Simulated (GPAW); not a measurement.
Here is a GPAW 26.7.0 calculation.

Contents of run.py:

```python
from ase.filters import FrechetCellFilter
from ase.io import read, write
from ase.optimize import BFGS
from gpaw import GPAW, PW

atoms = read('POSCAR')

calc = GPAW(mode=PW(800),
            xc='RPBE',
            kpts={'size': (10, 10, 9), 'gamma': True},
            occupations={'name': 'fermi-dirac', 'width': 0.05},
            nbands=19,
            convergence={'density': 1e-05, 'forces': 0.0001},
            maxiter=150,
            txt='gpaw.txt')
atoms.calc = calc
opt = BFGS(FrechetCellFilter(atoms), trajectory='relax.traj', logfile='-')
done = opt.run(fmax=0.02, steps=40)
calc.write('gs.gpw')
write('result.traj', atoms)
print('Converged:', done)
print('Cell:', atoms.cell.cellpar().round(4))
print('Volume:', round(atoms.get_volume(), 4))
print(atoms.get_scaled_positions().round(5))
```

POSCAR

```
WC
1.0
    2.9065000000      0.0000000000      0.0000000000
   -1.4532500000      2.5171028361      0.0000000000
    0.0000000000      0.0000000000      2.8366000000
W C
1 1
Direct
    0.0000000000      0.0000000000      0.0000000000
    0.6666666667      0.3333333333      0.5000000000
```

Potentials or basis: the program's PAW data sets (release 1.2.1) made for this functional, pw.

Command:

```sh
$ OMP_NUM_THREADS=1 python run.py
```

Predict the relaxed volume.

10.66 Å³/atom.

Predict the relaxed cell.

a = 2.935 Å, b = 2.935 Å, c = 2.858 Å, α = 90.00°, β = 90.00°, γ = 120.00°.

Estimate the space group after relaxing (to 0.05 Å).

P-6m2 (No. 187).

Predict the band gap on the k mesh.

none (metal or under the smearing width).

Stress tensor (GPa, compression positive):
```
-0.03  0.00  0.00
 0.00 -0.03  0.00
 0.00  0.00 -0.12
```

Caveat: later steps reuse the first step's grids. RPBE and its kin give volumes clearly too large for solids.
